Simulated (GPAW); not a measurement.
# FeO (Wuestite) (Fm-3m) in GPAW: notebook, part 3 of 3

GPAW 26.7.0.

### Step 6. Band structure, M06-L, collinear spin, ferromagnetic start

run.py reads:

```python
import spglib
from ase import Atoms
from ase.dft.bandgap import bandgap
from ase.io import read, write
from ase.units import GPa
from gpaw import GPAW, PW

atoms = read('FeO.cif')
cell, positions, numbers = spglib.find_primitive(
    (atoms.cell[:], atoms.get_scaled_positions(), atoms.numbers), symprec=1e-4)
atoms = Atoms(numbers, cell=cell, scaled_positions=positions, pbc=True)
atoms.set_initial_magnetic_moments([3.0, 0.0])

calc = GPAW(mode=PW(800),
            xc='M06-L',
            kpts={'size': (9, 9, 9), 'gamma': True},
            occupations={'name': 'fermi-dirac', 'width': 0.05},
            nbands=17,
            convergence={'density': 1e-05, 'energy': 1e-05},
            maxiter=150,
            txt='gpaw.txt')
atoms.calc = calc
energy = atoms.get_potential_energy()
forces = atoms.get_forces()
stress = atoms.get_stress()
calc.write('gs.gpw')
write('result.traj', atoms)
print(f'Energy: {energy:.6f} eV')
print('Forces (eV/A):')
print(forces.round(4))
print('Stress (GPa):', (stress / GPa).round(3))
print('Moments:', calc.get_magnetic_moments().round(3))
print('Fermi level:', round(calc.get_fermi_level(), 4), 'eV')
print(f'Gap: {bandgap(calc)[0]:.4f} eV, direct: {bandgap(calc, direct=True)[0]:.4f} eV')

path = atoms.cell.bandpath('GXWKGLUWLK,UX', npoints=80, eps=1e-4)
bs_calc = calc.fixed_density(kpts=path, symmetry='off', nbands=26,
                             convergence={'bands': 'CBM+6.0', 'eigenstates': 1e-6}, txt='bands.txt')
bs = bs_calc.band_structure()
bs.write('bs.json')
print(f'Gap on the path: {bandgap(bs_calc)[0]:.4f} eV')
```

FeO.cif reads:

```cif
data_FeO
_cell_length_a 4.31080000
_cell_length_b 4.31080000
_cell_length_c 4.31080000
_cell_angle_alpha 90.00000000
_cell_angle_beta 90.00000000
_cell_angle_gamma 90.00000000
_space_group_name_H-M_alt 'Fm-3m'
_space_group_name_Hall '-F 4 2 3'
_space_group_IT_number 225
loop_
_space_group_symop_operation_xyz
'x,y,z'
'-x,-y,-z'
'-y,x,z'
'y,-x,-z'
'-x,-y,z'
'x,y,-z'
'y,-x,z'
'-y,x,-z'
'x,-y,-z'
'-x,y,z'
'-y,-x,-z'
'y,x,z'
'-x,y,-z'
'x,-y,z'
'y,x,-z'
'-y,-x,z'
'z,x,y'
'-z,-x,-y'
'z,-y,x'
'-z,y,-x'
'z,-x,-y'
'-z,x,y'
'z,y,-x'
'-z,-y,x'
'-z,x,-y'
'z,-x,y'
'-z,-y,-x'
'z,y,x'
'-z,-x,y'
'z,x,-y'
'-z,y,x'
'z,-y,-x'
'y,z,x'
'-y,-z,-x'
'x,z,-y'
'-x,-z,y'
'-y,z,-x'
'y,-z,x'
'-x,z,y'
'x,-z,-y'
'-y,-z,x'
'y,z,-x'
'-x,-z,-y'
'x,z,y'
'y,-z,-x'
'-y,z,x'
'x,-z,y'
'-x,z,-y'
'x,y+1/2,z+1/2'
'-x,-y+1/2,-z+1/2'
'-y,x+1/2,z+1/2'
'y,-x+1/2,-z+1/2'
[... 63 lines left out ...]
'-z+1/2,y,-x+1/2'
'z+1/2,-x,-y+1/2'
'-z+1/2,x,y+1/2'
'z+1/2,y,-x+1/2'
'-z+1/2,-y,x+1/2'
'-z+1/2,x,-y+1/2'
'z+1/2,-x,y+1/2'
'-z+1/2,-y,-x+1/2'
'z+1/2,y,x+1/2'
'-z+1/2,-x,y+1/2'
'z+1/2,x,-y+1/2'
'-z+1/2,y,x+1/2'
'z+1/2,-y,-x+1/2'
'y+1/2,z,x+1/2'
'-y+1/2,-z,-x+1/2'
'x+1/2,z,-y+1/2'
'-x+1/2,-z,y+1/2'
'-y+1/2,z,-x+1/2'
'y+1/2,-z,x+1/2'
'-x+1/2,z,y+1/2'
'x+1/2,-z,-y+1/2'
'-y+1/2,-z,x+1/2'
'y+1/2,z,-x+1/2'
'-x+1/2,-z,-y+1/2'
'x+1/2,z,y+1/2'
'y+1/2,-z,-x+1/2'
'-y+1/2,z,x+1/2'
'x+1/2,-z,y+1/2'
'-x+1/2,z,-y+1/2'
'x+1/2,y+1/2,z'
'-x+1/2,-y+1/2,-z'
'-y+1/2,x+1/2,z'
'y+1/2,-x+1/2,-z'
'-x+1/2,-y+1/2,z'
'x+1/2,y+1/2,-z'
'y+1/2,-x+1/2,z'
'-y+1/2,x+1/2,-z'
'x+1/2,-y+1/2,-z'
'-x+1/2,y+1/2,z'
'-y+1/2,-x+1/2,-z'
'y+1/2,x+1/2,z'
'-x+1/2,y+1/2,-z'
'x+1/2,-y+1/2,z'
'y+1/2,x+1/2,-z'
'-y+1/2,-x+1/2,z'
'z+1/2,x+1/2,y'
'-z+1/2,-x+1/2,-y'
'z+1/2,-y+1/2,x'
'-z+1/2,y+1/2,-x'
'z+1/2,-x+1/2,-y'
'-z+1/2,x+1/2,y'
'z+1/2,y+1/2,-x'
'-z+1/2,-y+1/2,x'
'-z+1/2,x+1/2,-y'
'z+1/2,-x+1/2,y'
'-z+1/2,-y+1/2,-x'
'z+1/2,y+1/2,x'
'-z+1/2,-x+1/2,y'
'z+1/2,x+1/2,-y'
'-z+1/2,y+1/2,x'
'z+1/2,-y+1/2,-x'
'y+1/2,z+1/2,x'
'-y+1/2,-z+1/2,-x'
'x+1/2,z+1/2,-y'
'-x+1/2,-z+1/2,y'
'-y+1/2,z+1/2,-x'
'y+1/2,-z+1/2,x'
'-x+1/2,z+1/2,y'
'x+1/2,-z+1/2,-y'
'-y+1/2,-z+1/2,x'
'y+1/2,z+1/2,-x'
'-x+1/2,-z+1/2,-y'
'x+1/2,z+1/2,y'
'y+1/2,-z+1/2,-x'
'-y+1/2,z+1/2,x'
'x+1/2,-z+1/2,y'
'-x+1/2,z+1/2,-y'
loop_
_atom_site_label
_atom_site_type_symbol
_atom_site_symmetry_multiplicity
_atom_site_Wyckoff_symbol
_atom_site_fract_x
_atom_site_fract_y
_atom_site_fract_z
_atom_site_occupancy
Fe1 Fe 4 a 0.0000000000 0.0000000000 0.0000000000 1
O1 O 4 b 0.5000000000 0.0000000000 0.0000000000 1
```

Potentials or basis: GPAW PAW data sets (gpaw-data 1.2.1), pw.

Launch:

```sh
$ OMP_NUM_THREADS=1 python run.py
```

gpaw.txt:

```text
__  _  _
 | _ |_)|_||  |
 |__||  | ||/\| - 26.7.0

Input parameters:
  mode=PW(ecut=800.0),
  convergence={'density': 1e-05, 'energy': 1e-05},
  kpts=MonkhorstPack(size=(9, 9, 9), gamma=True),
  maxiter=150,
  nbands=17,
  occupations=Occupations(name='fermi-dirac', width=0.05),
  xc=XC(name='M06-L')

Diagonalizing LCAO Hamiltonian
Converting LCAO to pw mode

              O

       Fe

Atoms  # Å, Bohr magnetons
|   | symbol |        x |        y |        z |    initial magnetic moments |
|---|--------|----------|----------|----------|-----------------------------|
| 0 |     Fe | 0.000000 | 0.000000 | 0.000000 | ( 0.0000,  0.0000,  3.0000) |
| 1 |      O | 2.155400 | 2.155400 | 2.155400 | ( 0.0000,  0.0000,  0.0000) |

Unit cell  # Å
| periodic |        x |        y |        z |  lengths |    angles |
|----------|----------|----------|----------|----------|-----------|
|      yes | 0.000000 | 2.155400 | 2.155400 | 3.048196 | 60.000000 |
|      yes | 2.155400 | 0.000000 | 2.155400 | 3.048196 | 60.000000 |
|      yes | 2.155400 | 2.155400 | 0.000000 | 3.048196 | 60.000000 |

Number of symmetries: 48
Symmetry operations  # r_c * U_cc + t_c -> r_c
|    | kind |            matrix            |
|----|------|------------------------------|
|  0 |  σ   |  1, 0, 0,  1, 0,-1,  1,-1, 0 |
|  1 |  C2  |  1, 0, 0,  1,-1, 0,  1, 0,-1 |
|  2 |  E   |  1, 0, 0,  0, 1, 0,  0, 0, 1 |
|  3 |  σ   |  1, 0, 0,  0, 0, 1,  0, 1, 0 |
|  4 |  C4  |  1, 0,-1,  1, 0, 0,  1,-1, 0 |
|  5 |  S6  |  1, 0,-1,  1,-1, 0,  1, 0, 0 |
|  6 |  σ   |  1, 0,-1,  0, 1,-1,  0, 0,-1 |
|  7 |  C3  |  1, 0,-1,  0, 0,-1,  0, 1,-1 |
|  8 |  S6  |  1,-1, 0,  1, 0, 0,  1, 0,-1 |
|  9 |  C4  |  1,-1, 0,  1, 0,-1,  1, 0, 0 |
| 10 |  C3  |  1,-1, 0,  0,-1, 1,  0,-1, 0 |
| 11 |  σ   |  1,-1, 0,  0,-1, 0,  0,-1, 1 |
| 12 |  σ   |  0, 1, 0,  1, 0, 0,  0, 0, 1 |
| 13 |  C4  |  0, 1, 0,  0, 1,-1, -1, 1, 0 |
| 14 |  C3  |  0, 1, 0,  0, 0, 1,  1, 0, 0 |
| 15 |  S6  |  0, 1, 0, -1, 1, 0,  0, 1,-1 |
| 16 |  C2  |  0, 1,-1,  1, 0,-1,  0, 0,-1 |
| 17 |  σ   |  0, 1,-1,  0, 1, 0, -1, 1, 0 |
| 18 |  S4  |  0, 1,-1,  0, 0,-1,  1, 0,-1 |
| 19 |  C4  |  0, 1,-1, -1, 1, 0,  0, 1, 0 |
| 20 |  C3  |  0, 0, 1,  1, 0, 0,  0, 1, 0 |
| 21 |  σ   |  0, 0, 1,  0, 1, 0,  1, 0, 0 |
| 22 |  S6  |  0, 0, 1,  0,-1, 1, -1, 0, 1 |
| 23 |  C4  |  0, 0, 1, -1, 0, 1,  0,-1, 1 |
[... 151 lines left out ...]
- Maximum integral of absolute [dens]ity change: 1e-05 electrons / valence electron
- Maximum [total energy] change in last 3 cyles: 1e-05 eV / valence electron
- Maximum integral of absolute [eigenst]ate change: 4e-08 eV^2 / valence electron
maximum number of iterations: 150

SCF iterations
|iter     | |      energy | eigst |  dens |  magmom |
|---------|-|-------------|-------|-------|---------|
|iter:   1| |   11.205453 | +2.99 |       |  +3.0024|
|iter:   2| |   35.671943 | +2.04 | -0.15 |  +2.8541|
|iter:   3| |  -95.774750 | +2.67 | -0.22 |  +3.3200|
|iter:   4| | -177.586819 | +2.63 | +0.14 |  +2.3625|
|iter:   5| |  -34.099640 | +1.41 | -0.13 |  +2.1400|
|iter:   6| |  -27.746977 | +0.12 | -0.35 |  +2.3609|
|iter:   7| |  -28.099301 | -1.15 | -0.41 |  +2.6085|
|iter:   8| |  -22.615048 | -0.43 | -0.45 |  +3.2362|
|iter:   9| |  -24.881787 | -1.29 | -0.78 |  +3.0917|
|iter:  10| |  -24.843359 | -2.70 | -0.63 |  +3.2095|
|iter:  11| |  -22.661213 | -0.77 | -0.65 |  +3.6116|
|iter:  12| |  -23.043111 | -1.85 | -1.09 |  +3.7218|
|iter:  13| |  -22.858227 | -1.09 | -1.09 |  +4.0131|
|iter:  14| |  -22.858331 | -2.83 | -1.88 |  +4.0214|
|iter:  15| |  -22.860805 | -3.30 | -2.11 |  +4.0103|
|iter:  16| |  -22.861665 | -3.62 | -2.49 |  +4.0060|
|iter:  17| |  -22.862487 | -3.68 | -2.77 |  +4.0011|
|iter:  18| |  -22.862124 | -3.76 | -3.23 |  +4.0027|
|iter:  19| |  -22.862060 | -4.84 | -3.62 |  +4.0027|
|iter:  20| |  -22.862061c| -5.82 | -4.09 |  +4.0028|
|iter:  21| |  -22.862060c| -6.48 | -4.47 |  +4.0028|
|iter:  22| |  -22.862060c| -8.26c| -5.00c|  +4.0028|

Converged in 22 steps
Energy contributions relative to reference atoms: (reference = -36660.306901)

Energy contributions:
  Kinetic:          31.663389
  Coulomb:         -27.116551
  Zero:              0.217429
  External:          0.000000
  Xc:              -27.621898
  Entropy:          -0.008856
  Spinorbit:         0.000000
  ----------------------------
  Free energy:     -22.866488
  Extrapolated:    -22.862060

dipole moment: (-10.317332, -10.317332, -10.317332)  # |e|*Ang

Total magnetic moment: (0.000000, 0.000000, 4.002828)

Local magnetic moments
|        x |        y |        z |
|----------|----------|----------|
| 0.000000 | 0.000000 | 3.663940 |  # Fe   0
| 0.000000 | 0.000000 | 0.237592 |  # O    1

Fermi level: 9.618
Eigenvalues  # (at kpt = [0.000, 0.000, 0.000])
| band index |      eig [eV] | occ [0-1] |      eig [eV] | occ [0-1] |
|------------|---------------|-----------|---------------|-----------|
|          0 |       -13.180 |     1.000 |       -12.561 |     1.000 |
|          1 |         4.624 |     1.000 |         5.829 |     1.000 |
|          2 |         4.624 |     1.000 |         5.829 |     1.000 |
|          3 |         4.624 |     1.000 |         5.829 |     1.000 |
|          4 |         4.877 |     1.000 |         8.898 |     1.000 |
|          5 |         4.877 |     1.000 |         8.898 |     1.000 |
[... 9 lines left out ...]
|         15 |        29.377 |     0.000 |        31.901 |     0.000 |
|         16 |        29.378 |     0.000 |        31.903 |     0.000 |

No gap
No difference between direct/indirect transitions

Forces  # eV/Ang
|        x |       y |       z |
|----------|---------|---------|
|  0.00000 | 0.00000 | 0.00000 |  # Fe   0
| -0.00000 | 0.00000 | 0.00000 |  # O    1

Stress tensor  # eV/Ang^3
|        x |         y |         z |
|----------|-----------|-----------|
| 0.021556 |  0.000000 |  0.000000 |
| 0.000000 |  0.021556 | -0.000000 |
| 0.000000 | -0.000000 |  0.021556 |

# Writing to gs.gpw (mode='')
```

Run time: 3.5 min. Hardware: 1 thread of Arm Neoverse V1, shared host; peak memory 0.36 GiB.

What came out:

| Item | Value |
| --- | --- |
| Free energy | -22.8665 eV |
| Pressure | -3.5 GPa |
| Band gap along the path | none (metal or under the smearing width) |
| Net moment | 4.00 μB per cell |
| Site moments | Fe +3.66; O +0.24 μB |

Levels at the corners of the path, in eV from the Fermi level:
Spin up:
| point | band 5 | band 6 | band 7 | band 8 | band 9 | band 10 |
| --- | --- | --- | --- | --- | --- | --- |
| Γ | -4.74 | -4.74 | -4.50 | -4.50 | -4.50 | -0.58 |
| X | -5.63 | -4.39 | -4.02 | -4.02 | -3.99 | 5.48 |
| W | -4.11 | -4.11 | -4.08 | -4.02 | -2.69 | 7.65 |
| K | -4.75 | -4.14 | -3.82 | -3.56 | -2.68 | 6.95 |
| Γ | -4.74 | -4.74 | -4.50 | -4.50 | -4.50 | -0.58 |
| L | -4.26 | -4.26 | -3.61 | -1.31 | -1.31 | 3.42 |
| U | -4.75 | -4.14 | -3.82 | -3.56 | -2.68 | 6.95 |
| W | -4.11 | -4.11 | -4.08 | -4.02 | -2.69 | 7.65 |
| L | -4.26 | -4.26 | -3.61 | -1.31 | -1.31 | 3.42 |
| K | -4.75 | -4.14 | -3.82 | -3.56 | -2.68 | 6.95 |
| U | -4.75 | -4.14 | -3.82 | -3.56 | -2.68 | 6.95 |
| X | -5.63 | -4.39 | -4.02 | -4.02 | -3.99 | 5.48 |
Spin down:
| point | band 3 | band 4 | band 5 | band 6 | band 7 | band 8 |
| --- | --- | --- | --- | --- | --- | --- |
| Γ | -3.79 | -3.79 | -0.72 | -0.72 | -0.72 | -0.14 |
| X | -5.02 | -5.02 | -2.42 | 0.93 | 0.93 | 1.21 |
| W | -6.82 | -6.02 | -0.05 | -0.05 | 0.94 | 1.46 |
| K | -6.75 | -5.34 | -0.93 | 0.73 | 0.80 | 1.68 |
| Γ | -3.79 | -3.79 | -0.72 | -0.72 | -0.72 | -0.14 |
| L | -5.55 | -5.55 | 0.55 | 0.55 | 0.67 | 3.18 |
| U | -6.75 | -5.34 | -0.93 | 0.73 | 0.80 | 1.68 |
| W | -6.82 | -6.02 | -0.05 | -0.05 | 0.94 | 1.46 |
| L | -5.55 | -5.55 | 0.55 | 0.55 | 0.67 | 3.18 |
| K | -6.75 | -5.34 | -0.93 | 0.73 | 0.80 | 1.68 |
| U | -6.75 | -5.34 | -0.93 | 0.73 | 0.80 | 1.68 |
| X | -5.02 | -5.02 | -2.42 | 0.93 | 0.93 | 1.21 |

Caveat: the PAW data sets were made with another functional, which shifts forces and pressure a little; a cell with one magnetic atom can't hold antiferromagnetic order, which such compounds often take; semilocal functionals often make such compounds metallic where correlation or magnetic order opens a gap, which also shifts bond lengths.

### Step 7. Overview

```csv
task,level,potentials or basis,band path,band points,eigensolver,pressure (GPa),moment (μB)
band structure,LDA,"PAW data sets generated in the run's folder for this functional, pw","GXWKGLUWLK,UX",100,-,-15.4,4.00
equation of state,PW91,"PAW data sets generated in the run's folder for this functional, pw",-,-,-,-,-
equation of state,PBEsol+D4,"PAW data sets generated in the run's folder for this functional, pw",-,-,-,-,-
band structure,revTPSS,"GPAW PAW data sets (gpaw-data 1.2.1), pw","GXWKGLUWLK,UX",80,davidson,-4.3,4.00
band structure,M06-L,"GPAW PAW data sets (gpaw-data 1.2.1), pw","GXWKGLUWLK,UX",80,-,-3.5,4.00
```

Alike in all rows: spin collinear, ferromagnetic start; cell as given; k mesh 9 × 9 × 9; cutoff (eV) 800; smearing fermi-dirac 0.05 eV.

Caveats: a cell with one magnetic atom can't hold antiferromagnetic order, which such compounds often take (some runs); semilocal functionals often make such compounds metallic where correlation or magnetic order opens a gap, which also shifts bond lengths (some runs); the PAW data sets were made with another functional, which shifts forces and pressure a little (some runs); so large a pressure means that the cell lies far from this level's equilibrium, or that cutoff or potentials fall short (some runs); the energies scatter about the fit (some runs); the points scatter about the fit (some runs).

Absolute energies hang on the potentials; compare differences alone.

### Step 8. Comparison with measurements

Step 2. A measured gap of FeO is 2.4 eV (optical; quoted in “W\"ustite: Electric, thermodynamic and optical properties of FeO”, 2012, arxiv:1203.1201); the calculated 0.00 eV misses it by -2.40 eV. So large a miss can be the level of theory's own, or it may mean another phase, state or a wrong row. The value is that of LDA, without temperature or zero-point motion. Semilocal functionals fall short of measured gaps as a rule. The run's magnetic order (collinear spin, ferromagnetic start) needn't be the measured crystal's.

Step 5. Measured gap of FeO: 2.4 eV (optical; quoted in “W\"ustite: Electric, thermodynamic and optical properties of FeO”, 2012, arxiv:1203.1201). This calculation gives 0.00 eV (-2.40 eV). So large a miss can be the level of theory's own, or it may mean another phase, state or a wrong row. The value is that of revTPSS, without temperature or zero-point motion. The run's magnetic order (collinear spin, ferromagnetic start) needn't be the measured crystal's.

Step 6. Against the measured gap of FeO, 2.4 eV (optical; quoted in “W\"ustite: Electric, thermodynamic and optical properties of FeO”, 2012, arxiv:1203.1201), the calculated 0.00 eV is off by -2.40 eV. So large a miss can be the level of theory's own, or it may mean another phase, state or a wrong row. The value is that of M06-L, without temperature or zero-point motion. The run's magnetic order (collinear spin, ferromagnetic start) needn't be the measured crystal's.
